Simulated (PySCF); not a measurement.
Propanal, C3H6O.
Bonds: C1–C2, C2–C3, C3–O4 (double). Hydrogens: H5, H6, H7 on C1; H8, H9 on C2; H10 on C3.

Torsions of this conformer, `[CH3:1][CH2:2][CH:3]=[O:4]`: C1–C2–C3–O4 0°.

The closed-shell ground state was solved at several levels (PySCF, density fitting, gas phase, non-relativistic). One conformer (not necessarily the lowest) at the PBE0-D3(BJ)/def2-TZVP geometry, without solvent, vibrations or thermal averaging.

```csv
level,basis functions,total energy (Eh),HOMO (eV),LUMO (eV),gap (eV),dipole (D)
B97-2/pcSseg-2,228,-193.1518,-7.17,-0.69,6.48,2.76
PBE0/pcSseg-2,228,-192.9930,-7.45,-0.61,6.84,2.78
KT3/pcSseg-2,228,-196.1265,-6.05,-1.75,4.30,2.60
PBE0/aug-cc-pVTZ,322,-192.9890,-7.45,-0.65,6.80,2.76
CAM-B3LYP/aug-cc-pVTZ,322,-193.1247,-8.94,0.17,9.11,2.83
wB97X-D/pcSseg-2,228,-193.1581,-9.36,1.30,10.66,2.82
```

Question: What might wB97X-D/aug-cc-pVTZ (322 basis functions) give for the same quantities?

Answer: Total energy -193.1531 Eh, HOMO -9.36 eV, LUMO 0.78 eV, gap 10.14 eV, dipole 2.79 D.

Question: Over all these levels, which gives the widest orbital gap and which the narrowest?

Answer: wB97X-D/pcSseg-2 (range-separated hybrid) has the widest, 10.66 eV, and KT3/pcSseg-2 (GGA) the narrowest, 4.30 eV. The two share the basis. From the narrowest to the widest the HOMO moves by -3.31 eV and the LUMO by +3.05 eV.

Question: In the pcSseg-2 basis, how does the gap go with the fixed share of exact exchange?

Answer: KT3 (0 %) 4.30 eV; B97-2 (21 %) 6.48 eV; PBE0 (25 %) 6.84 eV. Each rise in the share widens the gap here.

Question: How far do the dipole and the HOMO energy spread over the levels?

Answer: The dipole runs from 2.60 to 2.83 D (mean 2.76 D) and the HOMO from -9.36 to -6.05 eV.

wB97X-D is run here without its empirical dispersion term; that term would change no orbital, density or response property at a fixed geometry.
